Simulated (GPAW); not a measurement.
Crystal: AlCo.

```
CELL_PARAMETERS angstrom
2.81940 0.00000 0.00000
0.00000 2.81940 0.00000
0.00000 0.00000 2.81940
ATOMIC_POSITIONS crystal
Co 0.50000 0.50000 0.50000
Al 0.00000 0.00000 0.00000
```

The cell is a database's computed one.

Base run:

| Property | Result |
| --- | --- |
| Program | GPAW 26.7.0 |
| Functional | PBEsol |
| Potentials or basis | PAW data sets generated in the run's folder for this functional |
| Cutoff | 600 eV |
| Basis | pw |
| k mesh | 9 × 9 × 9 |
| Occupations | fermi-dirac, width 0.05 eV |
| Spin | collinear spin, ferromagnetic start |
| Starting moments | [2.0, 0.0] μB |
| Hubbard terms | Co d U = 2 eV |

Its results: pressure 0.2 GPa; net moment 0.06 μB per cell; site moments Co +0.09; Al -0.01 μB.

Problem. The run is repeated on the same cell with these changes: hubbard terms from Co d U = 2 eV to Co d U = 4 eV. What comes out?

Solution. Pressure 5.9 GPa; net moment 0.62 μB per cell; site moments Co +0.87; Al -0.07 μB.

Caveats: the U is typed as a test and isn't derived for this compound.
